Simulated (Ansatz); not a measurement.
BaTiO3: excitons and shallow donors from band masses and screening

Theory: DFT PBE, scalar-relativistic, plane waves, PAW (Ansatz).

Settings: cutoff 420 eV, Γ-centred mesh 8×8×8 on the computed 5-atom cell, Gaussian smearing of 0.02 eV; no spin polarisation.

Relaxed cell: Pm-3m, a = 4.019 Å, b = 4.019 Å, c = 4.019 Å, α = 90.00°, β = 90.00°, γ = 90.00°, 5 atoms in the primitive cell. Whether it is the stable form of this composition wasn't checked.

The calculation gives a Kohn–Sham gap of 1.78 eV, an electron mass of 0.61 mₑ and a hole mass of 1.2 mₑ (harmonic means over x, y, z and over the bands degenerate at each edge), and ε∞ = 6.85 (independent particles, mean of the diagonal).

Problem. Estimate the binding energy and radius of a Wannier–Mott exciton and of a shallow donor, and say whether the hydrogenic model can hold.

Solution. The reduced mass is μ = mₙmₕ/(mₙ + mₕ) = 0.404 mₑ, with mₙ and mₕ the band masses. With E_b = 13.606 eV × μ/ε² and a = 0.529 Å × ε/μ (μ in mₑ) the exciton has E_b = 117 meV and a = 9.0 Å. For a donor μ is the electron mass: 177 meV and 5.9 Å. The radius isn't large against the shortest lattice vector (4.02 Å), so the continuum picture is doubtful and the numbers are only a scale. In a polar crystal the ions screen too, so a state bound more weakly than an optical phonon feels the larger static constant, which lowers the energy and widens the orbit. The other way, the small Kohn–Sham gap and the missing local fields make ε∞ too large and the masses tend to be too light, which underbinds. The edges lie at different points of the zone, so the exciton is indirect.

Spin-orbit coupling is left out, which matters for the bands of heavy elements.

Symmetry holds off the tilts and polar distortions that many cubic perovskites undergo.

Cost: 4 runs of about 1.6 core-minutes in all, on Intel Xeon Platinum 8488C (Sapphire Rapids) (shared hosts).